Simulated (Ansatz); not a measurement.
**TiO2 (P4_2/mnm): cell relaxations under several functionals from a Python script**

A script is to give cell relaxations under several functionals; the system is TiO2 (P4_2/mnm).

Computed with the Python package of Ansatz 0.2.0. The levels of theory stand in the script.

## 1. The system

It takes space group P4_2/mnm (No. 136, tetragonal). The conventional cell has a = 4.592 Å, b = 4.592 Å, c = 2.957 Å, α = 90.00°, β = 90.00°, γ = 90.00°. Ti (site symmetry mmm) is surrounded by 6 O at 1.95 to 1.98 Å. O (site symmetry m2m) is surrounded by 3 Ti at 1.95 to 1.98 Å.

No structure file is read: the coordinates are typed or built in the script.

## 2. The script

Contents of lattice_tio2.py:

```python
import ansatz as az
import numpy as np

def edges_and_angles(cell):
    cell = np.asarray(cell)
    a, b, c = np.linalg.norm(cell, axis=1)
    cosines = cell[1] @ cell[2] / (b * c), cell[0] @ cell[2] / (a * c), cell[0] @ cell[1] / (a * b)
    return (a, b, c, *np.degrees(np.arccos(cosines)))

cell = (
    az.Lattice.from_parameters(4.5922, 4.5922, 2.9574, alpha=90.0, beta=90.0, gamma=90.0)
    .atom('Ti', (0.0, 0.0, 0.0))
    .atom('Ti', (0.5, 0.5, 0.5))
    .atom('O', (0.30496, 0.30496, 0.0))
    .atom('O', (0.19504, 0.80496, 0.5))
    .atom('O', (0.69504, 0.69504, 0.0))
    .atom('O', (0.80496, 0.19504, 0.5))
)

calculation = (
    cell.calculation()
    .kpoints(spacing=0.31)
    .occupations('fixed')
    .relax(cell=True, force_tolerance=0.02)
)

levels = [('r2scan', 'd4'), ('rpbe', 'none'), ('pbesol', 'none'), ('revpbe', 'd3bj')]
print('level            a       b       c    alpha   beta  gamma  V/atom  steps')
for name, dispersion in levels:
    seen = []
    run = calculation.functional(name, dispersion=dispersion).session().plan()
    result = run.execute(on_event=lambda e: seen.append(e) if e['event'] == 'relax_step' else None)
    cell = result.lattice.cell_ang
    label = name if dispersion == 'none' else f'{name}+{dispersion}'
    print('{:13s} {:7.4f} {:7.4f} {:7.4f} {:6.2f} {:6.2f} {:6.2f}'.format(label, *edges_and_angles(cell)), f'{abs(np.linalg.det(cell)) / len(result.lattice.sites):7.3f} {len(seen):5d}')
```

## 3. The input behind the calls

The engine receives this input (first run):

```yaml
crystal:
  lattice:
    a: 4.5922
    b: 4.5922
    c: 2.9574
    alpha: 90.0
    beta: 90.0
    gamma: 90.0
  atoms:
    - { symbol: Ti, position: [0.0, 0.0, 0.0] }
    - { symbol: Ti, position: [0.5, 0.5, 0.5] }
    - { symbol: O, position: [0.30496, 0.30496, 0.0] }
    - { symbol: O, position: [0.19504, 0.80496, 0.5] }
    - { symbol: O, position: [0.69504, 0.69504, 0.0] }
    - { symbol: O, position: [0.80496, 0.19504, 0.5] }
kpoints:
  mp_grid:
    kspacing: 0.31
hamiltonian:
  xc: r2scan
  dispersion: d4
scf:
  occupations:
    method: fixed
relax:
  f_tol: 0.02
  cell: {}
```

## 4. Running it

The run is started by

```sh
$ python lattice_tio2.py
```

**Question.** Rank the levels of theory by the volume of the relaxed cell.

**Answer**, as computed:

| quantity | value |
| --- | --- |
| runs compared | 4 |
| relaxed volume | 10.33 (pbesol) to 10.91 Å³/atom (rpbe) |
| gap on the mesh | 1.87 (pbesol) to 2.23 eV (r2scan) |

From smallest to largest: PBEsol (10.33 Å³ an atom, -0.7 % against the start), r2SCAN+D4 (10.33 Å³ an atom, -0.6 % against the start), revPBE+D3BJ (10.44 Å³ an atom, +0.4 % against the start) and RPBE (10.91 Å³ an atom, +5.0 % against the start). The spread is 5.7 % in volume. In run 1, the volume shrank by 0.6 % over 3 moves, and the space group stayed P4_2/mnm. In run 4, the volume grew by 0.4 % over 4 moves, and the space group stayed P4_2/mnm. No spin polarisation was allowed.
